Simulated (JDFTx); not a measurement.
The system is GaP.

```xyz
2
Lattice="0.0000 2.7252 2.7252 2.7252 0.0000 2.7252 2.7252 2.7252 0.0000" Properties=species:S:1:pos:R:3 pbc="T T T"
Ga    0.0000    0.0000    0.0000
P     4.0879    4.0879    4.0879
```

Program: JDFTx 1.7.0 (patched build). Alike in all runs: task single point; no spin polarisation; cell as given; smearing fermi-dirac 0.05 eV.

Problem. Order these runs on this cell by their pressure, lowest first.
A. level TASK; potentials or basis SG15-PBE-1.2; k mesh 8 × 8 × 8; cutoff (eV) 1088; SCF threshold on the energy 1e-09 Ha; mesh quality not flagged
B. level HSE06; potentials or basis PseudoDojo-SR-PBE-0.5-standard; k mesh 3 × 3 × 3; cutoff (eV) 980; SCF threshold on the energy 1e-07 Ha; mesh quality coarse
C. level BLYP; potentials or basis PseudoDojo-SR-PBE-0.5-standard; k mesh 8 × 8 × 8; cutoff (eV) 1088; SCF threshold on the energy 1e-09 Ha; mesh quality not flagged

Solution. B (-1.0 GPa), A (0.6 GPa), C (6.0 GPa).

Caveats: some runs use coarse meshes; the potentials were made for another functional, which shifts forces and pressure; the cutoff is short for these files and lowers the pressure by up to 1 GPa (some runs); this program's HSE differs a little from the usual definition (some runs); the hybrid runs on potentials with a model core (some runs); an odd mesh through Γ misses points on the zone boundary, where band edges often lie (some runs); the empty levels aren't tightly converged (some runs).
